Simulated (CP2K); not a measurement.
Ge under changes of volume

One of the cells (18.253 Å³/atom); the others are scaled copies at fixed shape and fractional positions:

```
CELL_PARAMETERS angstrom
2.99111 0.00000 0.00000
-1.51052 2.58168 0.00000
0.00000 0.00000 4.72760
ATOMIC_POSITIONS crystal
Ge 0.33345 0.66655 0.25000
Ge 0.66655 0.33345 0.75000
```

This isn't the form of Ge at room conditions, which is diamond.

| Property | Result |
| --- | --- |
| Program | CP2K 2026.2 |
| Functional | PBEsol |
| Potentials or basis | POTENTIAL_UZH Ge GTH-PBE-q4; TZVP-MOLOPT-PBE-GTH basis |
| Density cutoff | 6123 eV |
| k mesh | 10 × 10 × 6 |
| Occupations | fermi-dirac, width 0.05 eV |
| Spin | no spin polarisation |

```tsv
volume (Å³/atom)	energy over the lowest point (meV/atom)	pressure (GPa)	largest force (eV/Å)
17.158	59.01	10.3	0.005
17.523	38.16	8.0	0.004
17.888	22.31	5.9	0.003
18.253	10.99	4.0	0.002
18.618	3.74	2.3	0.002
18.984	?	?	?
19.349	0.00	-0.6	0.001
```

Q: What does the run at 18.984 Å³/atom give?

A: Energy over the lowest point 0.20 meV/atom; pressure 0.8 GPa; largest force 0.001 eV/Å.

Worked out: A Birch-Murnaghan fit of order 3 (a polynomial in V^(-2/3)) to the other rows has its minimum at 19.19 Å³/atom with B0 = V·E''(V) = 73 GPa and B' = 4.2 at fixed shape and positions, which overstates the stiffness. It gives 0.19 meV/atom at 18.984 Å³/atom, against the run's 0.20, and -dE/dV = 0.8 GPa, against 0.8.

Energies are extrapolated to zero smearing.

Caveats: the potentials were made for another functional, which shifts forces and pressure; the basis of atomic orbitals isn't converged, which shifts pressures, moduli and gaps.
